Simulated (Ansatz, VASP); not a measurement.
## Al: VASP beside Ansatz

The input INCAR:

```
SYSTEM = Al
PREC = Accurate ; ENCUT = 600
EDIFF = 1E-7 ; ISMEAR = 0
SIGMA = 0.1 ; LREAL = .False.
LASPH = .True. ; NELM = 100
ALGO = Normal ; ISIF = 3
LWAVE = .False. ; LCHARG = .False.
GGA = PE ; IBRION = 2
NSW = 60 ; EDIFFG = -0.005
```

Contents of KPOINTS:

```
Automatic mesh
0
Gamma
  16 16 16
  0 0 0
```

The input POSCAR:

```
Al
1.0
    0.0000000000      2.0250000000      2.0250000000
    2.0250000000      0.0000000000      2.0250000000
    2.0250000000      2.0250000000      0.0000000000
Al
1
Direct
    0.0000000000      0.0000000000      0.0000000000
```

Input for Ansatz:

```yaml
crystal:
  lattice:
    - [0.0, 2.025, 2.025]
    - [2.025, 0.0, 2.025]
    - [2.025, 2.025, 0.0]
  atoms:
    - { symbol: Al, position: [0.0, 0.0, 0.0] }
scf:
  occupations: { method: gaussian, width: 0.1 }
output:
  forces: true
  stress: true
  eigenvalues: true
hamiltonian:
  xc: pbe
kpoints:
  mp_grid: { grid: [16, 16, 16] }
relax:
  f_tol: 0.005
  max_steps: 40
  cell: { stress_tol: 0.02 }
```

Alike in both runs: task relaxation of cell and atoms; functional PBE; k mesh 16 × 16 × 16; occupations gaussian, width 0.1 eV; no spin polarisation.

|  | VASP | Ansatz |
| --- | --- | --- |
| version | VASP 6.6.1 | Ansatz 0.2.0 |
| potentials or method | VASP PAW PBE potentials, release 64 (Al) | scalar-relativistic, plane waves, PAW |
| plane-wave cutoff (eV) | 600 | 420 |
| valence electrons in the cell | 3 | 3 |

|  | VASP | Ansatz | Ansatz less VASP |
| --- | --- | --- | --- |
| gap on the k mesh at the Fermi level, each at its own relaxed structure (eV) | none | none | - |
| relaxed volume (Å³/atom) | 16.48 | 16.49 | +0.010 |
| relaxed cell length with the largest relative difference (Å) | 2.856 | 2.857 | +0.0006 |

A gap of «none» marks a metal or a gap that the smearing closes.
